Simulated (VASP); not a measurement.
# From VASP inputs to Ansatz: SiO₂ (strained rutile)

INCAR

```
SIGMA = 0.02
LASPH = .TRUE.
ISMEAR = -1
LCHARG = .FALSE.
NBANDS = 25
EDIFF = 1E-7
NELM = 120
LREAL = .FALSE.
NSW = 0
IBRION = -1
LWAVE = .FALSE.
ISIF = 2
PREC = Accurate
ENCUT = 520
GGA = PE
```

KPOINTS

```
KPOINTS created by Atomic Simulation Environment
0
Gamma
6 6 10
0 0 0
```

KPOINTS_OPT

```
special points
6
Reciprocal
0.0000000000 0.0000000000 0.0000000000 1
0.0000000000 0.5000000000 0.0000000000 1
0.5000000000 0.5000000000 0.0000000000 1
0.0000000000 0.0000000000 0.5000000000 1
0.0000000000 0.5000000000 0.5000000000 1
0.5000000000 0.5000000000 0.5000000000 1
```

POSCAR

```
Si O
 1.0000000000000000
     4.1851887985999996    0.0000000000000000    0.0000000000000000
     0.0000000000000000    4.1851887985999996    0.0000000000000000
     0.0000000000000000    0.0000000000000000    2.7489050876999999
 Si  O
   2   4
Cartesian
 -0.0000000000000000 -0.0000000000000000  0.0000000000000000
  2.0925943993000002  2.0925943993000002  1.3744525438499999
  1.2802343767893742  1.2802343767893742  0.0000000000000000
  0.8123600225106254  3.3728287760893747  1.3744525438499999
  3.3728287760893747  0.8123600225106254  1.3744525438499999
  2.9049544218106256  2.9049544218106256  0.0000000000000000
```

VASP ran with the recommended PBE PAW datasets (32 valence electrons in the cell).

Question: Translate these files to an Ansatz input.

Answer: 

```yaml
crystal:
  lattice:
    - [4.1851887986, 0.0, 0.0]
    - [0.0, 4.1851887986, 0.0]
    - [0.0, 0.0, 2.7489050877]
  atoms:
    - { symbol: Si, position: [0.0, 0.0, 0.0] }
    - { symbol: Si, position: [0.5, 0.5, 0.5] }
    - { symbol: O, position: [0.3058964454, 0.3058964454, 0.0] }
    - { symbol: O, position: [0.1941035546, 0.8058964454, 0.5] }
    - { symbol: O, position: [0.8058964454, 0.1941035546, 0.5] }
    - { symbol: O, position: [0.6941035546, 0.6941035546, 0.0] }
kpoints:
  mp_grid: { grid: [6, 6, 10] }
  band_path:
    path:
      - [0.0, 0.0, 0.0]
      - [0.0, 0.5, 0.0]
      - [0.5, 0.5, 0.0]
      - [0.0, 0.0, 0.5]
      - [0.0, 0.5, 0.5]
      - [0.5, 0.5, 0.5]
    npoints: 1
hamiltonian:
  xc: pbe
scf:
  occupations: { method: fermi_dirac, width: 0.02 }
  n_extra_bands: 5
output:
  forces: true
  stress: true
  eigenvalues: true
```

Other inputs would serve too.

```json
{"": "gap between bands v and c", "VASP": "4.90 eV", "Ansatz": "4.91 eV"}
{"": "least direct gap", "VASP": "4.90 eV", "Ansatz": "4.91 eV"}
{"": "pressure", "VASP": "-1.0 GPa", "Ansatz": "-1.1 GPa"}
{"": "largest force", "VASP": "0.06 eV/Å", "Ansatz": "0.05 eV/Å"}
```

The two codes use different PAW datasets and cutoffs. VASP's cell holds 32 valence electrons and Ansatz's 32. Ansatz's stress includes a Pulay correction; VASP's doesn't.
